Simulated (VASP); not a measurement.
A run of VASP 6.6.1 is set up as follows.

Contents of INCAR:

```
SYSTEM = Tb
PREC = Accurate
ENCUT = 520
EDIFF = 1E-6
ISMEAR = 0
SIGMA = 0.01
LREAL = .FALSE.
LASPH = .TRUE.
NELM = 150
ALGO = Normal
ISIF = 2
LWAVE = .FALSE.
LCHARG = .TRUE.
ISPIN = 2
MAGMOM = 6
LORBIT = 11
LMAXMIX = 6
LDAU = .TRUE.
LDAUTYPE = 2
LDAUL = 3
LDAUU = 5
LDAUJ = 0
LDAUPRINT = 1
GGA = PS
LELF = .TRUE.
LVHAR = .TRUE.
NBANDS = 20
```

File KPOINTS:

```
Automatic mesh
0
G
  9 9 9
  0 0 0
```

File POSCAR:

```
Tb
1.0
    0.0000000000      2.5199650902      2.5199650902
    2.5199650902      0.0000000000      2.5199650902
    2.5199650902      2.5199650902      0.0000000000
Tb
1
Direct
    0.0000000000      0.0000000000      0.0000000000
```

Potentials or basis: VASP PAW PBE potentials, release 64 (Tb).

The run is started by

```console
$ cat potpaw_PBE.64/Tb/POTCAR > POTCAR
$ mpirun -np 1 vasp_std > vasp.out
```

(1) What does it give for the net moment?

(2) What does it give for the pressure?

Results:

(1) 6.43 μB per cell.

(2) -2.3 GPa.

Caveat: the magnetic or orbital state may not be the lowest; the PAW data sets were made with another functional, which shifts forces and pressure a little.
